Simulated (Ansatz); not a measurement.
# CuI (Marshite): Born charges and dielectric tensor with PBEsol

**What was measured.**

A printed reference work, data compilation reports, for a bulk crystal of CuI: high-frequency dielectric constant 4.84.

Crystal: CuI (Marshite).

```xyz
2
Lattice="0.0000 3.0315 3.0315 3.0315 0.0000 3.0315 3.0315 3.0315 0.0000" Properties=species:S:1:pos:R:3 pbc="T T T"
I     0.0000    0.0000    0.0000
Cu    4.5473    4.5473    4.5473
```

| Quantity | Value |
| --- | --- |
| Program | Ansatz 0.2.0 |
| Task | Born charges and dielectric tensor |
| Functional | PBEsol |
| Potentials or basis | Ansatz PAW |
| Cutoff | 420 eV (not typed: the program's choice for these potentials) |
| k mesh | 8 × 8 × 8 |
| Occupations | fixed |
| Spin | no spin polarisation |

```yaml
Band_gap_on_the_k_mesh: 1.01 eV, direct
Electronic_dielectric_tensor_diagonal: 6.59
Born_charges_mean_of_the_diagonal: I -1.10; Cu +1.10 e
```

Levels at points of the mesh, in eV from the valence-band top:
```csv
k point,band 16,band 17,band 18,band 19,band 20,band 21
"(0.00, 0.00, 0.00)",0.00,0.00,0.00,1.01,4.84,4.84
"(0.00, 0.00, -0.50)",-1.80,-0.72,-0.72,2.07,5.37,5.37
"(0.00, -0.50, -0.50)",-1.78,-1.51,-1.51,2.60,2.84,9.05
"(-0.50, 0.00, 0.00)",-1.80,-0.72,-0.72,2.07,5.37,5.37
"(-0.50, 0.00, -0.50)",-1.78,-1.51,-1.51,2.60,2.84,9.05
```

Electronic dielectric tensor:
```
6.59 0.00 0.00
0.00 6.59 0.00
0.00 0.00 6.59
```

Born effective charge tensors (e):
atom 1, I
```
-1.10  0.00  0.00
 0.00 -1.10  0.00
 0.00  0.00 -1.10
```
atom 2, Cu
```
1.10 0.00 0.00
0.00 1.10 0.00
0.00 0.00 1.10
```

Run time: 91 s on 2 threads of Intel(R) Xeon(R) Processor @ 2.50GHz (Skylake/Cascade Lake), with other jobs on the host, peak memory 0.73 GiB.

A measured high-frequency dielectric constant of CuI is 4.84 (a printed reference work, data compilation); the calculated 6.59 misses it by +36.1 %. So large a miss can be the level of theory's own, or it may mean another phase, state or a wrong row.

Caveat: spin-orbit coupling is left out, which moves the levels of the heavy elements.
